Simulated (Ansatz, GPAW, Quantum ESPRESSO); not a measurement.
## One calculation of Ca, 3 ways

```xyz
1
Lattice="0.0000 2.7942 2.7942 2.7942 0.0000 2.7942 2.7942 2.7942 0.0000" Properties=species:S:1:pos:R:3 pbc="T T T"
Ca    0.0000    0.0000    0.0000
```

Alike in all runs: task band structure; functional LDA; k mesh 8 × 8 × 8; occupations fermi-dirac, width 0.05 eV; no spin polarisation; no spin-orbit coupling. LDA stands for any of its common fits. Pressure is positive in compression and, in plane waves, holds the error of the finite cutoff.

| program and potentials | plane-wave cutoff (eV) | notes | pressure (GPa) |
| --- | --- | --- | --- |
| Ansatz, all-electron LAPW, scalar-relativistic | - | - | ? |
| Quantum ESPRESSO, PseudoDojo 0.4.1 SR LDA standard | 980 | - | -2.15 |
| GPAW, PAW data sets generated for this functional | 600 | - | -2.09 |

Q: Estimate from the other rows what the run with Ansatz, all-electron LAPW, scalar-relativistic gave.

A: Pressure -2.14 GPa. The other rows, which needn't bracket it: pressure -2.15 to -2.09.
